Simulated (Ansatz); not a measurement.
## SrVO3: hydrostatic pressure series

These are results of Ansatz, DFT PBE, scalar-relativistic, plane waves, PAW, not measurements. (420 eV cutoff, 10×10×10 k-mesh, Gaussian smearing of 0.10 eV, collinear spin)

Reference structure (relaxed):

```
CELL_PARAMETERS angstrom
3.85886 0.00000 0.00000
0.00000 3.85886 0.00000
0.00000 0.00000 3.85886
ATOMIC_POSITIONS crystal
Sr 0.50000 0.50000 0.50000
V 0.00000 0.00000 0.00000
O 0.50000 0.00000 0.00000
O 0.00000 0.50000 0.00000
O 0.00000 0.00000 0.50000
```

Cell and atoms are relaxed at each pressure within the symmetry of the start, at zero temperature, so transitions that lower the symmetry aren't seen. The k-mesh given is that at zero pressure and may differ at others. a, b and c are the lengths of the cell vectors above.

Starting moments were lost in some runs.

```csv
P (GPa),V (Å³/atom),V/V0,a (Å),b (Å),c (Å)
-1,11.56,1.006,3.866,3.866,3.866
0,11.49,1.000,3.859,3.859,3.859
1,11.43,0.994,3.852,3.852,3.852
4,11.25,0.979,3.831,3.831,3.831
12,10.84,0.943,3.784,3.784,3.784
25,10.31,0.897,3.721,3.721,3.721
50,9.56,0.832,3.629,3.629,3.629
90,8.74,0.761,3.523,3.523,3.523
```

Q: What bulk modulus and pressure derivative fit these points?

A: A third-order Birch–Murnaghan fit gives B0 = 181 GPa and B0' = 4.3.

Symmetry holds off the tilts and polar distortions that many cubic perovskites undergo.